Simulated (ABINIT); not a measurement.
# Ti: band structure with PBE

Ti:

```xyz
1
Lattice="-1.6410 1.6410 1.6410 1.6410 -1.6410 1.6410 1.6410 1.6410 -1.6410" Properties=species:S:1:pos:R:3 pbc="T T T"
Ti    0.0000    0.0000    0.0000
```

This isn't the form of Ti at room conditions, which is hcp.

| Quantity | Value |
| --- | --- |
| Program | ABINIT 10.8.3 (patched build) |
| Task | band structure |
| Functional | PBE |
| Potentials or basis | PseudoDojo NC SR PBE v0.4.1 standard |
| Cutoff | 1143 eV |
| k mesh | 11 × 11 × 11 |
| Occupations | fermi-dirac, width 0.05 eV |
| Spin | no spin polarisation |

- Pressure: -2.5 GPa
- Band gap on the k mesh: none (metal or under the smearing width)
- Valence electrons inside the program's atomic spheres: Ti 9.52 (radii [1.0584] Å)

Levels at the corners of the path, in eV from the Fermi level:
| point | band 4 | band 5 | band 6 | band 7 | band 8 | band 9 |
| --- | --- | --- | --- | --- | --- | --- |
| Γ | -32.42 | -5.89 | 0.99 | 0.99 | 0.99 | 2.71 |
| H | -32.86 | -2.04 | -2.04 | 3.86 | 3.86 | 3.86 |
| N | -32.43 | -2.40 | -0.37 | 1.08 | 2.70 | 3.04 |
| Γ | -32.42 | -5.89 | 0.99 | 0.99 | 0.99 | 2.71 |
| P | -32.74 | -0.60 | -0.60 | -0.60 | 3.10 | 3.10 |
| H | -32.86 | -2.04 | -2.04 | 3.86 | 3.86 | 3.86 |

It took 21 s on 1 thread of Arm Neoverse V2, with other jobs on the host, peak memory 0.11 GiB.
